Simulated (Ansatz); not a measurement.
ZnS under strain — ³³S NMR of the central transition

Cell: a structure deposited in the COD, relaxed with PBE at fixed cell and then changed (z stretched by 4 %, ions relaxed).

```xyz
16
Lattice="3.8200 0.0000 0.0000 -1.9100 3.3082 0.0000 0.0000 0.0000 25.9584" Properties=species:S:1:pos:R:3 pbc="T T T"
Zn    0.0000    0.0000    0.0212
Zn    0.0000    0.0000   13.0004
Zn    0.0000    2.2055    3.2634
Zn    1.9100    1.1027   16.2426
Zn    0.0000    2.2055    9.7567
Zn    1.9100    1.1027   22.7359
Zn    0.0000    2.2055   19.4885
Zn    1.9100    1.1027    6.5093
S     0.0000    0.0000    2.4137
S     0.0000    0.0000   15.3929
S     0.0000    2.2055    5.6563
S     1.9100    1.1027   18.6355
S     0.0000    2.2055   12.1508
S     1.9100    1.1027   25.1300
S     0.0000    2.2055   21.8849
S     1.9100    1.1027    8.9057
```

Sites (sets of like atoms) are named by element and the number of their first atom in this list.

Method: Kohn–Sham DFT in Ansatz, PBE, plane waves and PAW (field gradients read without the response of the frozen cores, which leaves them typically 4 to 6 % off), scalar-relativistic, 420 eV cutoff, Γ-centred 8×8×2 k-points, Fermi–Dirac smearing 0.02 eV.

³³S has I = 3/2 and Q = -69.40 mb (Pyykkö 2018); at 28.2 T its Larmor frequency is ν₀ = 92.3 MHz. Only the quadrupole interaction is simulated: positions count from each site's isotropic chemical shift, and J coupling is left out, as are shift anisotropy and dipolar coupling, which fast spinning averages.

**Question.** What does the ³³S spectrum (fast magic-angle spinning) show for each site?

**Answer.** 

```json
{"site": "S9", "first shell": "4 Zn at 2.36–2.39 Å", "C_Q (MHz)": "-2.11", "η": "0.00", "P_Q (MHz)": "2.11", "δ_QIS (ppm)": "-13.1", "breadth (kHz)": "2.59"}
{"site": "S11", "first shell": "4 Zn at 2.36–2.39 Å", "C_Q (MHz)": "-2.24", "η": "0.00", "P_Q (MHz)": "2.24", "δ_QIS (ppm)": "-14.8", "breadth (kHz)": "2.92"}
{"site": "S13", "first shell": "4 Zn at 2.36–2.39 Å", "C_Q (MHz)": "-2.15", "η": "0.00", "P_Q (MHz)": "2.15", "δ_QIS (ppm)": "-13.6", "breadth (kHz)": "2.68"}
{"site": "S15", "first shell": "4 Zn at 2.36–2.40 Å", "C_Q (MHz)": "-2.32", "η": "0.00", "P_Q (MHz)": "2.32", "δ_QIS (ppm)": "-15.8", "breadth (kHz)": "3.12"}
```

δ_QIS = −(ν_Q²/30ν₀²)[I(I+1) − 3/4](1 + η²/3) × 10⁶ ppm with ν_Q = 3|C_Q|/[2I(2I−1)]; it falls as 1/B₀² in ppm, and the breadth as 1/B₀ in kHz.

An axis of threefold or higher order runs through S9, S11, S13 and S15, so V_zz lies along it and η is zero.
